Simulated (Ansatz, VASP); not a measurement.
## Two plane-wave programs on Ga

```
Ga
1.0
     2.71629    0.00000    0.00000
     0.00000    2.71629    0.00000
     0.00000    0.00000    2.71629
Ga
1
Direct
  0.00000 0.00000 0.00000
```

Alike in both runs: functional PBE; k mesh 16 × 16 × 16; occupations gaussian, width 0.1 eV; no spin polarisation.

Ansatz relaxed the structure, and its values are those at the end. VASP's run is a single point on that final structure, the one shown.

|  | VASP | Ansatz |
| --- | --- | --- |
| version | VASP 6.6.1 | Ansatz 0.2.0 |
| potentials or method | VASP PAW PBE potentials, release 64 (Ga_d) | scalar-relativistic, plane waves, PAW |
| plane-wave cutoff (eV) | 520 | 420 |
| valence electrons in the cell | 13 | 13 |

Ansatz gave:

```
gap on the k mesh at the Fermi level (eV) : none
pressure (GPa)                            : 0.0
```

**Question.** What did VASP give for the same quantities?

**Answer.** gap on the k mesh at the Fermi level (eV): none; pressure (GPa): 0.1.

A gap of «none» marks a metal or a gap that the smearing closes. The functional is the same, so the differences come from potentials, cutoffs and numerics.
